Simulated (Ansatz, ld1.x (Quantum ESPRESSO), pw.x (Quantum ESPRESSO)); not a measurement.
**pw.x on sc P: one setting changed**

Potential: norm-conserving RRKJ (Kleinman–Bylander form), ld1.x (Quantum ESPRESSO) 7.5, PBE; core [Ne], reference 3s2 3p3; waves: 3p (bound): rc 1.65 bohr; 3d channel at -0.1 Ry: rc 1.60 bohr; 3s (bound): rc 1.20 bohr; local part: the s channel; core correction: a·sin(br)/r model core inside 1.34 bohr.

The reference run (k-mesh 13³, cutoffs 135/540 Ry, Fermi–Dirac 0.01 Ry, mixing_beta 0.4, conv_thr 1e-9, no spin) gives -0.16 GPa at 14.621 Å³/atom, where all-electron LAPW gives 0.27 GPa. This run, with its own iteration cap, changes k-mesh points per axis to 6.

```
&control
  calculation='scf', prefix='x', pseudo_dir='./', outdir='./tmp', tstress=.true., disk_io='none'
/
&system
  ibrav=0, nat=1, ntyp=1, ecutwfc=135, ecutrho=540, nbnd=9,
  occupations='smearing', smearing='fd', degauss=0.01
/
&electrons
  conv_thr=1e-09, mixing_beta=0.4, electron_maxstep=50
/
ATOMIC_SPECIES
P 1.0 P.UPF
CELL_PARAMETERS angstrom
  2.44526365 0.00000000 0.00000000
  0.00000000 2.44526365 0.00000000
  0.00000000 0.00000000 2.44526365
ATOMIC_POSITIONS crystal
P 0.0000 0.0000 0.0000
K_POINTS automatic
6 6 6 0 0 0
```

```bash
pw.x < P.scf.in > P.scf.out
```

**Question.** How does the run end?

**Answer.** It converges in 6 iterations; the free energy moves by -23.6 meV/atom and the pressure by -0.38 GPa.

```
Message from routine setup:
     using ibrav=0 with symmetry is DISCOURAGED, use correct ibrav instead
     lattice parameter (alat)  =       4.6209  a.u.
     unit-cell volume          =      98.6674 (a.u.)^3
     number of electrons       =         5.00
     number of Kohn-Sham states=            9
     kinetic-energy cutoff     =     135.0000  Ry
     charge density cutoff     =     540.0000  Ry
     scf convergence threshold =      1.0E-09
     Exchange-correlation= PBE
     number of k points=    20  Fermi-Dirac smearing, width (Ry)=  0.0100
     iteration #  1     ecut=   135.00 Ry     beta= 0.40
     total energy              =     -13.50822873 Ry
     estimated scf accuracy    <       0.00566890 Ry
     iteration #  2     ecut=   135.00 Ry     beta= 0.40
     total energy              =     -13.50837479 Ry
     estimated scf accuracy    <       0.00204822 Ry
     iteration #  3     ecut=   135.00 Ry     beta= 0.40
     total energy              =     -13.50838934 Ry
     estimated scf accuracy    <       0.00000049 Ry
     iteration #  4     ecut=   135.00 Ry     beta= 0.40
     total energy              =     -13.50838997 Ry
     estimated scf accuracy    <       0.00000019 Ry
     iteration #  5     ecut=   135.00 Ry     beta= 0.40
     total energy              =     -13.50839002 Ry
     estimated scf accuracy    <          1.5E-09 Ry
     iteration #  6     ecut=   135.00 Ry     beta= 0.40
     the Fermi energy is    11.1506 ev
!    total energy              =     -13.50839002 Ry
     estimated scf accuracy    <          1.8E-10 Ry
     smearing contrib. (-TS)   =      -0.00129403 Ry
     The total energy is F=E-TS. E is the sum of the following terms:
     one-electron contribution =       5.24948954 Ry
     hartree contribution      =       0.42456884 Ry
     xc contribution           =      -3.83073227 Ry
     ewald contribution        =     -15.35042210 Ry
     convergence has been achieved in   6 iterations
          total   stress  (Ry/bohr**3)                   (kbar)     P=       -5.39
     Message from routine punch:
     Nothing written, as per user request (disk_io='none')
```

The run took about 3.5 s on one core of a shared host (Neoverse-V2, 96 threads, 742 GiB, load 55).
